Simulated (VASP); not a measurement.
Write the native input for VASP 6.6.1 that does the following.

| Item | Value |
| --- | --- |
| Task | single point |
| Functional | PBE |
| Potentials or basis | VASP PAW PBE potentials, release 64 (Zr_sv, B) |
| Cutoff | 520 eV |
| k mesh | 10 × 10 × 8 |
| Occupations | fermi-dirac, width 0.05 eV |
| Spin | no spin polarisation |
| Dipole correction | no |
| Further INCAR settings | ALGO = Fast; EDIFF = 1e-06; NBANDS = 16 |

The structure of ZrB2 lies in POSCAR:

```
ZrB2
1.0
    3.1700000000      0.0000000000      0.0000000000
   -1.5850000000      2.7453005300      0.0000000000
    0.0000000000      0.0000000000      3.5330000000
Zr B
1 2
Direct
    0.0000000000      0.0000000000      0.0000000000
    0.6666666667      0.3333333333      0.5000000000
    0.3333333333      0.6666666667      0.5000000000
```

One way to write it, as run:

INCAR

```
PREC = Accurate ; ENCUT = 520
EDIFF = 1E-6 ; ISMEAR = -1
SIGMA = 0.05 ; LREAL = F
LASPH = T ; NELM = 80
ALGO = Fast ; ISIF = 2
LWAVE = F ; LCHARG = F
GGA = PE ; NBANDS = 16
```

KPOINTS

```
Automatic mesh
0
Gamma
  10 10 8
```

Potentials or basis: VASP PAW PBE potentials, release 64 (Zr_sv, B).

The run is started by

```sh
$ cat potpaw_PBE.64/Zr_sv/POTCAR potpaw_PBE.64/B/POTCAR > POTCAR
$ mpirun -np 1 vasp_std > vasp.out
```

It gave:

```yaml
Pressure: 0.9 GPa
Band_gap_on_the_k_mesh: none (metal or under the smearing width)
```

Run time: 29 s on 1 thread of Intel(R) Xeon(R) Platinum 8488C (Sapphire Rapids), with other jobs on the host, peak memory 0.15 GiB.
